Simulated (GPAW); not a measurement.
Here is a GPAW 26.7.0 calculation.

File run.py:

```python
from ase.dft.bandgap import bandgap
from ase.io import read, write
from ase.units import GPa
from gpaw import GPAW, PW

atoms = read('POSCAR')

calc = GPAW(mode=PW(450),
            xc='PBE',
            kpts={'size': (8, 8, 7), 'gamma': True},
            occupations={'name': 'fermi-dirac', 'width': 0.05},
            nbands=10,
            maxiter=120,
            txt='gpaw.txt')
atoms.calc = calc
energy = atoms.get_potential_energy()
forces = atoms.get_forces()
stress = atoms.get_stress()
calc.write('gs.gpw')
write('result.traj', atoms)
print(f'Energy: {energy:.6f} eV')
print('Forces (eV/A):')
print(forces.round(4))
print('Stress (GPa):', (stress / GPa).round(3))
print('Fermi level:', round(calc.get_fermi_level(), 4), 'eV')
print(f'Gap: {bandgap(calc)[0]:.4f} eV, direct: {bandgap(calc, direct=True)[0]:.4f} eV')
```

File POSCAR:

```
Ga
1.0
    1.4500000000     -4.0650000000      0.0000000000
    1.4500000000      4.0650000000      0.0000000000
    0.0000000000      0.0000000000      3.1700000000
Ga
2
Direct
    0.1330000000      0.8670000000      0.7500000000
    0.8670000000      0.1330000000      0.2500000000
```

Potentials or basis: GPAW PAW data sets (gpaw-data 1.2.1), pw.

Launch:

```sh
$ OMP_NUM_THREADS=1 python run.py
```

Task: What does it give for the largest force?

Result: 0.256 eV/Å.

Task: Estimate the band gap on the k mesh.

Result: None (metal or under the smearing width).

Task: Predict the pressure.

Result: 1.9 GPa.

Stress tensor (GPa, compression positive):
```
0.95 0.00 0.00
0.00 3.61 0.00
0.00 0.00 1.23
```

Caveat: the cutoff is short for stress and forces, so pressures can be off by a GPa or more; the program warned that so skewed a cell can give wrong results.
